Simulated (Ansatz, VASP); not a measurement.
## Y in VASP and in Ansatz

```
CELL_PARAMETERS angstrom
0.00000 2.55199 2.55199
2.55199 0.00000 2.55199
2.55199 2.55199 0.00000
ATOMIC_POSITIONS crystal
Y 0.00000 0.00000 0.00000
```

Alike in both runs: task single point; functional LDA; k mesh 9 × 9 × 9; occupations fermi-dirac, width 0.05 eV; no spin polarisation; Hubbard terms Y d U = 8.0 eV.

```csv
,VASP,Ansatz
version,VASP 6.6.1,Ansatz 0.2.0
potentials or method,"VASP PAW LDA potentials, release 64 (Y_sv), cutoff 520 eV","all-electron LAPW, scalar-relativistic"
```

|  | VASP | Ansatz | Ansatz less VASP |
| --- | --- | --- | --- |
| gap on the k mesh at the Fermi level (eV) | none | none | - |
| pressure (GPa) | 10.9 | 13.1 | +2.19 |

The programs project onto different local orbitals, so the same U acts differently. A gap of «none» marks a metal or a gap that the smearing closes. Ansatz ran all-electron here, so the differences hold the error of VASP's frozen core and of both bases.

Caveats: U without spin polarisation on a metal has little footing; the U is typed as a test and isn't derived for this compound; U is the effective U less J, on atomic orbitals that reach past the spheres (Ansatz).
